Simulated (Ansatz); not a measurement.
Born–Oppenheimer molecular dynamics of a periodic cell of 12 atoms, TiO2 (start crystal TiO2, start structure I4_1/amd, volume 1.15 times the crystal's). It starts from an unrelaxed structure (largest force component 0.47 eV/Å).

Method: DFT PBEsol, scalar-relativistic, plane waves, PAW in Ansatz. Settings: accuracy low, PAW set soft_1, cutoff 420 eV, k mesh 3x3x1, fermi-dirac smearing 0.3 eV, no spin polarisation.

| Item | Value |
| --- | --- |
| ensemble | NVT, Langevin thermostat |
| time step | 1.12 fs |
| steps asked | 220 |
| set temperature | 3500 K |
| friction | 0.02 /fs |
| seed | 883971 |

Frames 11.2 fs apart, positions in Å, forces in eV/Å.

Velocities at 44.8 fs (Å/ps):

```
Ti 12.92 8.12 -4.57
Ti 3.04 -5.29 8.87
O -0.94 12.18 6.11
O 20.38 31.63 13.81
O 10.70 12.36 1.73
O -1.29 -12.49 -10.99
Ti -3.73 13.13 -1.78
Ti 6.00 5.91 -1.73
O 21.37 30.76 17.02
O 21.19 -4.53 -8.86
O -11.69 4.12 -9.50
O -22.89 11.20 30.54
```

```xyz
12
Lattice="3.9655 0.0000 0.0000 0.0000 3.9655 0.0000 0.0000 0.0000 9.9677" Properties=species:S:1:pos:R:3:forces:R:3 time_fs=44.8 energy_less_start_eV=1.604 T=4438
Ti 0.529 -0.135 0.005 -0.92 2.11 -1.52
Ti 0.033 1.901 2.537 -0.07 0.09 -0.03
O -0.002 0.125 1.923 0.25 0.69 0.55
O 0.066 1.768 4.381 -0.88 0.92 1.54
O 0.323 2.209 0.518 0.57 -1.99 -0.34
O 0.193 0.398 7.957 2.40 -0.75 -0.43
Ti 2.051 2.265 4.934 -0.20 -1.53 0.56
Ti 2.108 0.300 7.465 -0.64 0.23 0.45
O 2.005 2.206 7.156 0.57 -0.90 -1.54
O 2.452 0.060 9.279 -2.48 -0.48 2.40
O 2.008 -0.021 5.364 0.36 1.53 0.15
O 1.936 2.151 3.074 1.05 0.07 -1.79
12
Lattice="3.9655 0.0000 0.0000 0.0000 3.9655 0.0000 0.0000 0.0000 9.9677" Properties=species:S:1:pos:R:3:forces:R:3 time_fs=56 energy_less_start_eV=3.518 T=3842
Ti 0.629 -0.068 -0.076 -0.85 1.21 -0.84
Ti 0.060 1.834 2.654 -0.28 1.30 -0.84
O -0.015 0.206 1.996 0.13 0.14 0.62
O 0.213 2.076 4.596 -4.50 -0.57 0.66
O 0.556 2.288 0.539 0.13 -1.82 0.46
O 0.264 0.310 7.885 2.87 0.56 -0.01
Ti 2.007 2.380 4.910 0.37 -0.42 3.46
Ti 2.175 0.396 7.441 -0.20 -0.74 1.06
O 2.296 2.501 7.415 -0.23 -2.07 -2.29
O 2.586 -0.009 9.349 -2.78 0.95 1.70
O 1.821 0.106 5.357 1.27 1.83 0.79
O 1.784 2.256 3.201 4.06 -0.37 -4.79
12
Lattice="3.9655 0.0000 0.0000 0.0000 3.9655 0.0000 0.0000 0.0000 9.9677" Properties=species:S:1:pos:R:3:forces:R:3 time_fs=67.2 energy_less_start_eV=3.603 T=2687
Ti 0.683 -0.005 -0.162 0.01 -0.53 2.11
Ti 0.042 1.842 2.771 -0.70 1.29 -1.69
O 0.000 0.240 2.171 -0.13 -0.19 0.35
O 0.059 2.306 4.822 -1.56 -0.45 -0.98
O 0.832 2.292 0.553 -1.53 -0.70 -0.25
O 0.498 0.405 7.896 -0.17 0.72 0.79
Ti 1.947 2.457 4.989 -0.71 0.54 -0.04
Ti 2.227 0.512 7.472 1.24 -0.99 0.27
O 2.575 2.705 7.557 -0.85 -2.11 -2.75
O 2.526 -0.094 9.562 -0.48 2.17 -0.25
O 1.745 0.359 5.430 1.68 0.23 0.84
O 1.774 2.220 3.056 3.20 0.01 1.60
12
Lattice="3.9655 0.0000 0.0000 0.0000 3.9655 0.0000 0.0000 0.0000 9.9677" Properties=species:S:1:pos:R:3:forces:R:3 time_fs=78.4 energy_less_start_eV=3.847 T=2772
Ti 0.777 0.040 -0.200 -2.77 -0.18 4.56
Ti -0.018 1.873 2.827 0.47 2.16 -1.94
O 0.019 0.335 2.241 -0.28 -1.98 0.21
O -0.101 2.491 4.911 0.47 -0.28 -1.39
O 0.958 2.188 0.655 -2.26 -0.10 -0.77
O 0.623 0.569 7.999 -2.52 0.27 0.12
Ti 1.935 2.520 5.050 0.38 -0.45 -0.42
Ti 2.287 0.518 7.508 3.09 0.03 -0.67
O 2.715 2.764 7.449 -1.23 -1.39 -1.38
O 2.406 0.009 9.691 3.77 1.05 -1.10
O 1.885 0.609 5.631 0.29 0.13 -0.27
O 1.924 2.101 3.048 0.59 0.74 3.05
12
Lattice="3.9655 0.0000 0.0000 0.0000 3.9655 0.0000 0.0000 0.0000 9.9677" Properties=species:S:1:pos:R:3:forces:R:3 time_fs=89.6 energy_less_start_eV=3.591 T=3023
Ti 0.757 0.109 -0.146 -0.46 1.02 4.49
Ti 0.007 1.903 2.828 0.92 0.65 -2.58
O 0.026 0.316 2.207 -0.20 -1.43 0.91
O -0.134 2.589 4.885 1.81 -0.04 -0.99
O 0.989 1.974 0.765 -2.31 1.65 -0.82
O 0.536 0.631 8.100 -0.08 -0.31 -1.14
Ti 2.050 2.524 5.181 0.59 0.70 -1.30
Ti 2.418 0.500 7.534 1.28 0.46 2.93
O 2.775 2.775 7.237 -1.39 -0.68 -0.15
O 2.455 0.427 9.736 1.60 -1.22 -1.74
O 2.064 0.839 5.828 -1.02 -1.50 -2.07
O 2.062 2.038 3.151 -0.74 0.70 2.46
12
Lattice="3.9655 0.0000 0.0000 0.0000 3.9655 0.0000 0.0000 0.0000 9.9677" Properties=species:S:1:pos:R:3:forces:R:3 time_fs=100.8 energy_less_start_eV=3.950 T=4338
Ti 0.748 0.181 0.006 -0.32 2.80 2.11
Ti -0.021 1.913 2.836 0.85 0.64 -2.23
O 0.027 0.273 2.143 -0.07 -1.40 1.03
O -0.104 2.699 4.730 3.80 0.17 -0.03
O 0.725 1.978 0.799 -0.36 2.09 -0.34
O 0.546 0.764 8.156 1.05 -1.43 -0.27
Ti 2.230 2.552 5.275 -1.54 3.00 -2.31
Ti 2.537 0.533 7.621 0.81 0.30 3.45
O 2.671 2.764 7.090 0.10 1.81 3.03
O 2.659 0.797 9.642 -1.49 -2.66 -0.69
O 2.250 0.992 5.954 -1.32 -4.82 -2.78
O 2.122 2.078 3.387 -1.51 -0.51 -0.97
12
Lattice="3.9655 0.0000 0.0000 0.0000 3.9655 0.0000 0.0000 0.0000 9.9677" Properties=species:S:1:pos:R:3:forces:R:3 time_fs=112 energy_less_start_eV=3.062 T=4792
Ti 0.712 0.381 0.150 -0.93 2.11 1.27
Ti -0.166 1.848 2.810 0.81 1.77 -0.90
O -0.025 0.203 2.129 0.00 -0.50 0.43
O 0.113 2.762 4.507 0.25 0.13 2.02
O 0.454 2.188 0.840 1.02 0.34 -0.15
O 0.647 0.761 8.254 0.28 -1.00 -0.38
Ti 2.465 2.610 5.327 -0.05 0.63 -2.13
Ti 2.580 0.587 7.772 0.01 0.92 -0.79
O 2.526 2.875 7.139 0.36 -1.42 3.50
O 2.713 0.927 9.604 -1.68 -2.03 1.51
O 2.384 0.826 5.914 -0.01 0.07 -1.33
O 2.084 1.979 3.607 -0.07 -1.02 -3.05
12
Lattice="3.9655 0.0000 0.0000 0.0000 3.9655 0.0000 0.0000 0.0000 9.9677" Properties=species:S:1:pos:R:3:forces:R:3 time_fs=123.2 energy_less_start_eV=4.141 T=4523
Ti 0.631 0.681 0.273 -0.19 0.39 -1.26
Ti -0.276 1.701 2.714 0.23 6.15 3.36
O -0.098 0.192 2.137 0.14 -1.89 -0.63
O 0.232 2.935 4.452 -1.45 -1.04 1.15
O 0.326 2.424 0.939 0.93 -2.40 -1.02
O 0.693 0.695 8.332 -2.12 -0.05 -0.17
Ti 2.686 2.595 5.309 -0.90 0.56 -0.40
Ti 2.610 0.649 7.873 -0.38 -0.62 -3.21
O 2.400 2.863 7.322 0.97 -2.54 1.25
O 2.524 0.875 9.666 0.48 -0.57 3.28
O 2.503 0.516 5.824 0.55 2.56 0.07
O 2.004 1.840 3.665 1.73 -0.54 -2.42
12
Lattice="3.9655 0.0000 0.0000 0.0000 3.9655 0.0000 0.0000 0.0000 9.9677" Properties=species:S:1:pos:R:3:forces:R:3 time_fs=134.4 energy_less_start_eV=5.464 T=3800
Ti 0.540 1.001 0.289 -0.65 -2.80 -1.08
Ti -0.397 1.695 2.686 1.50 3.20 1.74
O -0.146 0.113 2.108 -0.17 2.92 1.05
O 0.197 2.986 4.393 1.05 -1.60 -0.54
O 0.299 2.582 0.961 0.81 -3.26 -2.16
O 0.477 0.591 8.288 -0.84 0.86 0.44
Ti 2.823 2.513 5.261 -3.10 0.21 1.53
Ti 2.692 0.707 7.916 -2.00 -0.73 -1.90
O 2.235 2.734 7.467 1.76 -1.50 -0.02
O 2.307 0.765 9.929 1.54 0.37 -0.64
O 2.662 0.448 5.694 0.26 1.73 2.01
O 2.062 1.656 3.569 -0.16 0.59 -0.44
12
Lattice="3.9655 0.0000 0.0000 0.0000 3.9655 0.0000 0.0000 0.0000 9.9677" Properties=species:S:1:pos:R:3:forces:R:3 time_fs=145.6 energy_less_start_eV=8.244 T=2251
Ti 0.428 1.211 0.270 0.28 -7.32 -1.70
Ti -0.421 1.763 2.702 2.54 6.61 0.86
O -0.129 0.290 2.155 1.51 -2.65 -1.36
O 0.184 2.889 4.405 3.44 -0.99 -2.24
O 0.224 2.675 0.824 -0.30 2.78 0.61
O 0.331 0.530 8.222 6.00 0.38 1.90
Ti 2.913 2.389 5.285 -5.05 -0.65 2.70
Ti 2.771 0.747 7.957 -9.21 -0.24 -2.80
O 2.191 2.690 7.612 2.01 -1.27 -0.49
O 2.184 0.798 10.169 1.77 0.63 -2.09
O 2.833 0.425 5.609 -0.19 1.66 2.65
O 2.107 1.480 3.449 -2.81 1.07 1.95
12
Lattice="3.9655 0.0000 0.0000 0.0000 3.9655 0.0000 0.0000 0.0000 9.9677" Properties=species:S:1:pos:R:3:forces:R:3 time_fs=156.8 energy_less_start_eV=7.103 T=3153
Ti 0.342 1.209 0.248 1.31 -4.84 0.37
Ti -0.422 1.904 2.706 0.19 3.26 1.25
O -0.082 0.378 2.167 1.78 -0.75 -0.93
O 0.327 2.794 4.468 -0.11 -1.63 -0.42
O 0.114 2.799 0.650 -0.05 -0.09 0.01
O 0.529 0.537 8.308 -1.17 1.10 -0.06
Ti 2.910 2.242 5.359 -2.33 2.73 -0.78
Ti 2.728 0.829 8.015 -2.42 -2.02 0.12
O 2.287 2.486 7.703 1.50 0.69 -1.47
O 2.194 0.733 10.239 1.19 1.35 -2.42
O 2.962 0.590 5.609 0.02 -2.31 3.54
O 2.133 1.262 3.481 0.09 2.51 0.79
12
Lattice="3.9655 0.0000 0.0000 0.0000 3.9655 0.0000 0.0000 0.0000 9.9677" Properties=species:S:1:pos:R:3:forces:R:3 time_fs=168 energy_less_start_eV=7.745 T=2990
Ti 0.302 1.119 0.231 1.62 -2.39 1.81
Ti -0.455 2.049 2.760 1.21 -1.72 0.48
O 0.023 0.240 2.156 0.25 3.34 0.33
O 0.501 2.684 4.565 -2.59 -1.42 -0.38
O -0.013 2.834 0.433 0.71 -2.37 0.18
O 0.703 0.680 8.366 -3.09 -0.16 -0.41
Ti 2.770 2.175 5.380 -0.56 2.66 -1.30
Ti 2.670 0.854 8.147 -0.39 -7.05 1.21
O 2.330 2.280 7.613 -0.08 7.52 -3.37
O 2.300 0.717 10.088 1.09 1.39 -1.01
O 3.111 0.635 5.713 0.06 -3.37 2.99
O 2.192 1.139 3.583 1.76 3.56 -0.53
```

Of the whole run (246 fs, mean temperature of the second half 3469 K): A run of 0.25 ps of so small a system gives no equilibrium averages. Limits of this set-up: coarse k mesh, PAW files made for another functional, low accuracy level.

The run took 19 min on 1 thread of Arm Neoverse V1, on a shared host, peak memory 0.4 GiB.
